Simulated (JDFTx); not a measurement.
Crystal: CsBr.

```
Cs Br
1.0
     4.32562    0.00000    0.00000
     0.00000    4.32562    0.00000
     0.00000    0.00000    4.32562
Cs Br
1 1
Direct
  0.00000 0.00000 0.00000
  0.50000 0.50000 0.50000
```

The cell comes from a database or a generator and needn't be the stable form of this composition.

Base run:

- Program: JDFTx 1.7.0 (patched build)
- Functional: LDA
- Potentials or basis: PseudoDojo-SR-LDA-0.4.1-standard with smoothed tails
- Cutoff: 653 eV
- Density cutoff: 5225 eV
- k mesh: 6 × 6 × 6
- Occupations: fermi-dirac, width 0.05 eV
- Spin: no spin polarisation

Its results: band gap on the k mesh 4.03 eV, indirect (least direct gap 4.03 eV); pressure -2.0 GPa.

**Question.** The run is repeated on the same cell with these changes: functional from LDA to PBE; potentials or basis from PseudoDojo-SR-LDA-0.4.1-standard with smoothed tails to PseudoDojo-SR-PBE-0.5-standard with smoothed tails; cutoff from 653 eV to 680 eV; density cutoff from 5225 eV to 5442 eV. What comes out?

**Answer.** Band gap on the k mesh 4.42 eV, indirect (least direct gap 4.43 eV); pressure 0.6 GPa.

Caveats: spin-orbit coupling is left out, which moves the levels of the heavy elements.

